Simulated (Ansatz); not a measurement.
Relaxing AlRu

Theory: DFT PBE, scalar-relativistic, plane waves, PAW (Ansatz). Cutoff 420 eV, Γ-centred k mesh, Gaussian smearing, no spin polarisation in the final step.

The start puts AlRu on the nickel arsenide structure type (P6_3/mmc, No. 194), with Al in place of Ni, Ru in place of As, at a guessed volume.

```
CELL_PARAMETERS angstrom
3.45446 0.00000 0.00000
-1.72723 2.99165 0.00000
0.00000 0.00000 4.93494
ATOMIC_POSITIONS crystal
Al 0.00000 0.00000 0.00000
Al 0.00000 0.00000 0.50000
Ru 0.33333 0.66667 0.25000
Ru 0.66667 0.33333 0.75000
```

Steps on the 6×6×4 mesh (4 atoms). 12 of 26 steps are shown, and the free energy counts from the last. Trial steps that were taken back and renewals of the plane-wave basis can be among the rows.

```csv
step,ΔF (meV/atom),V (Å³/atom),P (GPa)
1,798.1,12.75,46.40
3,445.8,15.34,2.80
6,429.7,15.44,0.03
8,389.8,14.94,-0.55
10,374.2,14.20,-0.27
12,371.2,14.38,-0.62
15,207.7,14.40,5.25
17,90.1,14.27,2.93
19,25.2,14.14,0.61
21,19.4,14.09,-0.08
24,0.5,14.09,0.86
26,0.0,14.15,-0.09
```

Steps on the 18×18×6 mesh (4 atoms). 5 of 6 steps are shown, and the free energy counts from the last.

| step | ΔF (meV/atom) | V (Å³/atom) | P (GPa) |
| --- | --- | --- | --- |
| 1 | 3.2 | 14.15 | -0.07 |
| 2 | 0.4 | 14.24 | -0.94 |
| 3 | 1.1 | 14.03 | 2.09 |
| 4 | 0.1 | 14.18 | -0.03 |
| 6 | 0.0 | 14.17 | 0.00 |

A final relaxation ran on a 18×18×6 mesh. The relaxed crystal, P6_3/mmc (No. 194):

```cif
data_structure
_symmetry_space_group_name_H-M 'P6_3/mmc'
_symmetry_Int_Tables_number 194
_cell_length_a 2.8770
_cell_length_b 2.8770
_cell_length_c 7.9095
_cell_angle_alpha 90.000
_cell_angle_beta 90.000
_cell_angle_gamma 120.000
_cell_volume 56.70
loop_
_atom_site_label
_atom_site_type_symbol
_atom_site_symmetry_multiplicity
_atom_site_Wyckoff_symbol
_atom_site_fract_x
_atom_site_fract_y
_atom_site_fract_z
_atom_site_occupancy
Al1 Al 2 a 0.00000 0.00000 0.00000 1
Ru1 Ru 2 c 0.33333 0.66667 0.25000 1
```

| Property | Result |
| --- | --- |
| Volume per atom | 14.17 Å³ |
| Density | 7.50 g/cm³ |
| Energy over the elements | -0.37 eV/atom |
| Gap on the 18×18×6 mesh | 0 eV (a metal) |

The zero of energy is the elements' standard structures at the same level; no fitted shifts are applied.

The final run used a 18×18×6 mesh on its 4-atom cell and 0.10 eV smearing. For metals, differences of a few meV/atom aren't resolved.

Symmetry constrained the relaxation, so the result can be a saddle point.

Cost: 3 runs of about 0.84 core-minutes in all, on Intel Xeon 6975P-C (Granite Rapids) (shared hosts).